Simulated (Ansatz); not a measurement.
Structure types of AlCo compared at 50 GPa

Structure types of AlCo are relaxed in primitive cells with their symmetry kept at 50 GPa, on PAW files; LAPW relaxes the small cells further and takes the PAW cell for the others (marked *). The enthalpy is E + pV at zero temperature, without zero-point motion. Only the types listed were tried, and differences under about 5 meV/atom are mesh noise. The real phase may be another.

Level of theory: DFT with PBE, scalar-relativistic, in Ansatz 0.2.0; Fermi–Dirac smearing of 0.08 eV, no spin polarisation. LAPW: all electrons, basis error target 0.5 meV/atom; PAW: frozen-core files, cutoff 420 eV.

k meshes: rocksalt 15×15×15, CsCl 15×15×15, WC 15×15×13, NiAs 11×11×7, zincblende 13×13×13.

Spin polarisation is left out, though a magnetic state may lie lower.

```json
{"start type": "rocksalt", "ends as": "rocksalt, Fm-3m", "a, b, c (Å)": "4.407, 4.407, 4.407", "V (Å³/atom)": "10.70", "H − H(lowest), LAPW (meV/atom)": "1294.6"}
{"start type": "CsCl", "ends as": "CsCl, Pm-3m", "a, b, c (Å)": "2.679, 2.679, 2.679", "V (Å³/atom)": "9.61", "H − H(lowest), LAPW (meV/atom)": "0.0"}
{"start type": "WC", "ends as": "distorted WC, P-6m2", "a, b, c (Å)": "2.525, 2.525, 3.609", "V (Å³/atom)": "9.96", "H − H(lowest), LAPW (meV/atom)": "?"}
{"start type": "NiAs*", "ends as": "distorted NiAs, P6_3/mmc", "a, b, c (Å)": "2.526, 2.526, 7.220", "V (Å³/atom)": "9.97", "H − H(lowest), LAPW (meV/atom)": "417.3"}
{"start type": "zincblende", "ends as": "zincblende, F-43m", "a, b, c (Å)": "4.715, 4.715, 4.715", "V (Å³/atom)": "13.10", "H − H(lowest), LAPW (meV/atom)": "?"}
```

Question: Give the missing entry: row "WC", column "H − H(lowest), LAPW (meV/atom)".

Answer: 413.8.

Question: What belongs in the row "zincblende", column "H − H(lowest), LAPW (meV/atom)"?

Answer: 3048.7.

Question: Split the lead of CsCl over distorted WC into energy and pV.

Answer: For distorted WC less CsCl: ΔE = +305.4 meV/atom, and p·ΔV = 50 GPa × +0.3473 Å³ × 6.242 meV/(GPa·Å³) = +108.4 meV/atom, together 413.8 meV/atom. CsCl wins on both counts.
